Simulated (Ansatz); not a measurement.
# 3-layer blue phosphorene (AB) in a perpendicular field, part 3 of 3

Wanted: the out-of-plane response of the 3-layer blue phosphorene (AB). A positive field points along +c.

Ansatz 0.2.0; plane-wave DFT, PBE-D3(BJ), Ansatz PAW.

So far. Step 9 (Single point, field -0.2 V/Å): The dipole is -0.116 e·Å, and the gap 0.867 eV.

## 10. Atoms held, field 0.3 V/Å

File input.yaml:

```yaml
crystal:
  lattice:
    - [3.2533959541, 0.0, 0.0]
    - [-1.626697977, 2.8175235448, 0.0]
    - [0.0, 0.0, 28.9029823231]
  atoms:
    - { symbol: P, position: [0.6666666667, 0.3333333333, 0.3113865517] }
    - { symbol: P, position: [0.3333333333, 0.6666666667, 0.354416553] }
    - { symbol: P, position: [0.0, 0.0, 0.4693252378] }
    - { symbol: P, position: [0.6666666667, 0.3333333333, 0.5123530758] }
    - { symbol: P, position: [0.6666666667, 0.3333333333, 0.6455120401] }
    - { symbol: P, position: [0.3333333333, 0.6666666667, 0.6886134483] }
kpoints:
  mp_grid: { grid: [18, 18, 1] }
  band_path:
    path: [[0, 0, 0], [0.5, 0, 0], [0.33333333, 0.33333333, 0], [0, 0, 0]]
    npoints: 16
hamiltonian:
  xc: pbe
  dispersion: d3bj
scf:
  occupations: { method: fermi_dirac, width: 0.02585 }
  convergence: { dr2_threshold: 1.0e-10 }
efield:
  axis: 3
  dipole_correction: true
  ramp_position: 0.955
  ramp_width: 0.0901
  amplitude: 0.3
output:
  write_potential: true
  write_density: true
  volumetric_format: npy
```

On the command line:

```
ansatz run input.yaml --threads 2 --pin off --max-ram 4096MiB --backend cpu --events-out ev --progress --plain --runs-dir out
```

Numbers of over 12 decimals in the logs are rounded to 6 here.

What it wrote:

```text
[...]
Crystal: 6 atoms, lattice volume = 264.940 Å³
Basis set: ecut = 420 eV, 5293 PW (Γ)
Bands: 21, of which v1, the nominal top of the filled ones, is band 15 counted from 1 (14 counted from 0)
Symmetry: 6 space group operations
[...]
k-points: 37 of 324 (time reversal used)
[...]
k-point 0: bands = [... 11 lower, -0.9458, -0.5431, -0.5431, -0.2886, 2.8646, 2.8646, 2.8883, 3.0961, ... 2 higher]
  k-point 1: bands = [... 11 lower, -1.0664, -0.9881, -0.6640, -0.2657, 2.7235, 2.9555, 3.0178, 3.2503, ... 2 higher]
  k-point 2: bands = [... 11 lower, -1.3703, -1.0163, -0.9685, -0.2154, 2.3560, 2.5852, 2.9727, 3.3964, ... 2 higher]
  k-point 36: bands = [... 11 lower, -2.7480, -2.7388, -2.2351, -2.1396, 1.0116, 1.1966, 1.5897, 3.7834, ... 2 higher]
[key lines of the parts left out:]
SCF converged after 20 iterations
Free energy (F): -4535.535837 eV
Fermi energy:    0.291846 eV
Dipole field:    D = 0.118992 V/Å  (p = 0.174223 e·Å, saw-weighted, corrected)
```

The job ended after 43 s (2 threads of Intel Xeon at 2.50GHz (Skylake/Cascade Lake), shared host; peak memory 0.56 GiB; 85 s of CPU time).

The dipole is 0.174 e·Å, and the gap 0.833 eV.

## 11. Atoms held, field -0.3 V/Å

input.yaml: that of step 10 with these lines changed.

```diff
@@ -28,3 +28,3 @@
   ramp_width: 0.0901
-  amplitude: 0.3
+  amplitude: -0.3
 output:
```

What it wrote:

```text
[...]
Crystal: 6 atoms, lattice volume = 264.940 Å³
Basis set: ecut = 420 eV, 5293 PW (Γ)
Bands: 21, of which v1, the nominal top of the filled ones, is band 15 counted from 1 (14 counted from 0)
Symmetry: 6 space group operations
[...]
k-points: 37 of 324 (time reversal used)
[...]
k-point 0: bands = [... 11 lower, -0.8069, -0.5811, -0.5811, -0.1094, 2.8679, 2.8679, 2.8745, 3.2144, ... 2 higher]
  k-point 1: bands = [... 11 lower, -1.0254, -0.9281, -0.7016, -0.0857, 2.7246, 3.0214, 3.0740, 3.2999, ... 2 higher]
  k-point 2: bands = [... 11 lower, -1.2332, -1.2284, -1.0055, -0.0380, 2.3513, 2.7096, 2.9517, 3.4018, ... 2 higher]
  k-point 36: bands = [... 11 lower, -2.5730, -2.4413, -2.3697, -2.2210, 0.9700, 1.3369, 1.5892, 4.0026, ... 2 higher]
[key lines of the parts left out:]
SCF converged after 20 iterations
Free energy (F): -4535.535711 eV
Fermi energy:    0.407224 eV
Dipole field:    D = -0.118690 V/Å  (p = -0.173780 e·Å, saw-weighted, corrected)
```

The job ended after 48 s (2 threads; peak memory 0.56 GiB; 93 s of CPU time).

The dipole is -0.174 e·Å, and the gap 0.749 eV.

## 12. Single point, field 0.4 V/Å

input.yaml: that of step 11 with these lines changed.

```diff
@@ -26,5 +26,5 @@
   dipole_correction: true
-  ramp_position: 0.955
-  ramp_width: 0.0901
-  amplitude: -0.3
+  ramp_position: 0.9228
+  ramp_width: 0.1543
+  amplitude: 0.4
 output:
```

What it wrote:

```text
[...]
Crystal: 6 atoms, lattice volume = 264.940 Å³
Basis set: ecut = 420 eV, 5293 PW (Γ)
Bands: 21, of which v1, the nominal top of the filled ones, is band 15 counted from 1 (14 counted from 0)
Symmetry: 6 space group operations
[...]
k-points: 37 of 324 (time reversal used)
[...]
k-point 0: bands = [... 11 lower, -0.9713, -0.4450, -0.4450, -0.2837, 2.7705, 2.7705, 2.7894, 3.0682, ... 2 higher]
  k-point 1: bands = [... 11 lower, -1.0739, -0.8899, -0.5659, -0.2606, 2.6287, 2.9238, 2.9273, 3.2049, ... 2 higher]
  k-point 2: bands = [... 11 lower, -1.3961, -0.9929, -0.8704, -0.2082, 2.2608, 2.5578, 3.0706, 3.3029, ... 2 higher]
  k-point 36: bands = [... 11 lower, -2.7689, -2.7641, -2.1309, -2.0692, 0.9155, 1.1704, 1.6871, 3.7222, ... 2 higher]
[key lines of the parts left out:]
SCF converged after 14 iterations
Free energy (F): -4535.556171 eV
Fermi energy:    0.264334 eV
Dipole field:    D = 0.158793 V/Å  (p = 0.232496 e·Å, saw-weighted, corrected)
```

Run time: 39 s. Hardware: 2 threads; peak memory 0.56 GiB; 75 s of CPU time.

The dipole is 0.232 e·Å, and the gap 0.738 eV.

## 13. Atoms held, field -0.4 V/Å

input.yaml: that of step 12 with these lines changed.

```diff
@@ -28,3 +28,3 @@
   ramp_width: 0.1543
-  amplitude: 0.4
+  amplitude: -0.4
 output:
```

What it wrote:

```text
[...]
Crystal: 6 atoms, lattice volume = 264.940 Å³
Basis set: ecut = 420 eV, 5293 PW (Γ)
Bands: 21, of which v1, the nominal top of the filled ones, is band 15 counted from 1 (14 counted from 0)
Symmetry: 6 space group operations
[...]
k-points: 37 of 324 (time reversal used)
[...]
k-point 0: bands = [... 11 lower, -0.7886, -0.4909, -0.4909, -0.0608, 2.7634, 2.7634, 2.7660, 3.2349, ... 2 higher]
  k-point 1: bands = [... 11 lower, -0.9351, -0.9098, -0.6116, -0.0368, 2.6196, 2.9170, 3.0918, 3.1822, ... 2 higher]
  k-point 2: bands = [... 11 lower, -1.2430, -1.2148, -0.9156, 0.0113, 2.2466, 2.7291, 3.0402, 3.2975, ... 2 higher]
  k-point 36: bands = [... 11 lower, -2.5504, -2.4391, -2.2840, -2.1389, 0.8657, 1.3551, 1.6784, 3.9849, ... 2 higher]
[key lines of the parts left out:]
SCF converged after 15 iterations
Free energy (F): -4535.556001 eV
Fermi energy:    0.387232 eV
Dipole field:    D = -0.158485 V/Å  (p = -0.232046 e·Å, saw-weighted, corrected)
```

Run time: 39 s. Hardware: 2 threads; peak memory 0.56 GiB.

The dipole is -0.232 e·Å, and the gap 0.610 eV.

## 14. Response, atoms held

This step: plane-wave DFT, PBE-D3(BJ), Ansatz PAW; response to a field along the normal, atoms held (Ansatz 0.2.0).

The dipoles give the slope, and the difference of two potentials shows where the field is screened.

This step gave:

* equivalent conductor thickness p/(ε₀AE): 11.44 Å
* distance between the outer atoms: 10.90 Å

Dipole of the cell against applied field:

```
applied field (V/Å)  dipole of the cell (e·Å)
             -0.400                    -0.232
             -0.300                    -0.174
             -0.200                    -0.116
             -0.100                   -0.0577
             -0.050                   -0.0288
              0.000                    2.0e-4
              0.050                    0.0292
              0.100                    0.0581
              0.200                     0.116
              0.300                     0.174
              0.400                     0.232
```

Local field over the applied field, running mean. From the potentials at -0.05 and 0.05 V/Å; running mean over 2.8 Å. Local field over applied field against z:

z (Å), local field over applied field and a bar:
```
      4.5      0.997 ##############################
      5.0      0.991 ##############################
      5.5      0.976 #############################
      6.0      0.940 ############################
      6.5      0.865 ##########################
      7.0      0.739 ######################
      7.5      0.585 #################
      8.0      0.421 ###########
      8.5      0.262 ######
      9.0      0.139 ##
      9.5      0.073 
     10.0      0.078 
     10.5      0.130 ##
     11.0      0.196 ####
     11.5      0.238 ######
     12.0      0.246 ######
     12.5      0.226 #####
     13.0      0.172 ###
     13.5      0.106 #
     14.0      0.064 
     14.5      0.079 #
     15.0      0.155 ###
     15.5      0.264 ######
     16.0      0.363 ##########
     16.5      0.413 ###########
     17.0      0.410 ###########
     17.5      0.356 #########
     18.0      0.254 ######
     18.5      0.148 ###
     19.0      0.080 #
     19.5      0.080 #
     20.0      0.158 ###
     20.5      0.290 #######
     21.0      0.453 #############
     21.5      0.617 ##################
     22.0      0.769 #######################
     22.5      0.885 ##########################
     23.0      0.951 ############################
     23.5      0.981 #############################
     24.0      0.993 ##############################
     24.5      0.997 ##############################
```

Electrons, planar mean, per unit field. The induced electron density by z:

```
z (Å)  induced electron density (e/Å³ per V/Å)
  4.5                                   1.2e-5
  5.0                                   3.5e-5
  5.5                                   9.7e-5
  6.0                                   2.6e-4
  6.5                                   6.3e-4
  7.0                                  0.00144
  7.5                                  0.00276
  8.0                                  0.00334
  8.5                                  0.00142
  9.0                                   8.8e-4
  9.5                                   3.9e-4
 10.0                                  -7.9e-4
 10.5                                  -5.5e-4
 11.0                                 -0.00184
 11.5                                 -0.00154
 12.0                                   3.9e-4
 12.5                                  0.00194
 13.0                                  0.00129
 13.5                                   6.6e-4
 14.0                                   4.3e-4
 14.5                                  -7.3e-4
 15.0                                  -5.9e-4
 15.5                                 -0.00221
 16.0                                 -0.00274
 16.5                                  -9.9e-4
 17.0                                  0.00113
 17.5                                  0.00286
 18.0                                  0.00207
 18.5                                   4.6e-4
 19.0                                   7.6e-4
 19.5                                  -6.4e-4
 20.0                                  -8.0e-4
 20.5                                 -0.00191
 21.0                                 -0.00345
 21.5                                 -0.00250
 22.0                                 -0.00123
 22.5                                  -5.2e-4
 23.0                                  -2.1e-4
 23.5                                  -7.7e-5
 24.0                                  -2.7e-5
 24.5                                  -9.1e-6
```

The smaller of the gaps on the path and on the k-mesh, counted as 0 under 0.03 eV. The gap by applied field:

```csv
applied field (V/Å),gap (eV)
-0.400,0.610
-0.300,0.749
-0.200,0.867
-0.100,0.943
-0.050,0.960
0.000,0.965
0.050,0.960
0.100,0.948
0.200,0.904
0.300,0.833
0.400,0.738
```

By hand: between -0.05 and 0.05 V/Å the dipole changes by 0.05793 e·Å, a slope of 0.5793 e·Å²/V. A perfect conductor of thickness t has p = ε₀AEt, so t = 180.95 × 0.5793 / 9.167 = 11.43 Å (e/ε₀ = 180.95 V·Å, A in Å²).

The induced dipole is that of a conductor 11.44 Å thick.

## 15. Results

```json
{
 "gap without field": "0.965 eV",
 "ionisation energy, upper face": "5.48 eV",
 "electron affinity, upper face": "4.51 eV",
 "equivalent conductor thickness, atoms held": "11.4 Å"
}
```

In words: The induced dipole equals that of a perfect conductor 11.44 Å thick, while the outer atoms lie 10.90 Å apart; an out-of-plane ε follows only once a thickness t is chosen, by 1 − 1/ε = 11.44 Å / t. The gap goes from 0.96 eV to 0.61 eV at -0.4 V/Å. With the field reversed the gap is 0.74 eV at 0.4 V/Å. Semilocal functionals give gaps that are too small, and excitons are not included.

[Logs are printed without paths, hosts, clocks, repeated set-up lines and the standing remarks that a program may print on its own settings, such as how far it seeks lower states.]

[Hosts, paths, dates, database ids (printed as entryN), source tags and the programs' standing remarks are cut or masked in the printed files.]

[Maps of the electrostatic potential energy from Ansatz leave out the sawtooth potential of an applied field or a dipole correction, so their vacuum need not be flat; planar profiles and work functions include it.]
